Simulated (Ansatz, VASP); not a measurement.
One calculation of MgSn2N2, two programs

```
Mg Sn N
1.0
     3.36055    0.00000    0.00000
     0.00000    3.36055    0.00000
     0.00000    0.00000    8.18839
Mg Sn N
1 2 2
Direct
  0.50000 0.50000 0.00000
  0.00000 0.00000 0.69610
  0.00000 0.00000 0.30390
  0.00000 0.50000 0.14795
  0.50000 0.00000 0.85205
```

Alike in both runs: functional PBE; k mesh 2 × 2 × 1; occupations gaussian, width 0.033 eV; no spin polarisation.

Ansatz relaxed the structure, and its values are those at the end. VASP's run is a single point on that final structure, the one shown.

```csv
,VASP,Ansatz
version,VASP 6.6.1,Ansatz 0.2.0
potentials or method,"VASP PAW PBE potentials, release 64 (Mg, Sn_d, N)","scalar-relativistic, plane waves, PAW"
plane-wave cutoff (eV),520,630
valence electrons in the cell,40,48
```

|  | VASP | Ansatz | Ansatz less VASP |
| --- | --- | --- | --- |
| gap on the k mesh at the Fermi level (eV) | none | none | - |
| pressure (GPa) | 4.1 | 4.2 | +0.07 |
| rms of the force components (eV/Å) | 0.013 | 0.000 | -0.0124 |

A gap of «none» marks a metal or a gap that the smearing closes. With one functional, cell and mesh, what is left measures potentials, basis and numerics. The two sets of potentials don't hold the same shells in valence. Ansatz warned: «stress_scf_threshold_loose».

Caveats: the k mesh is coarse (spacing up to 0.93 Å⁻¹), so the values aren't converged.
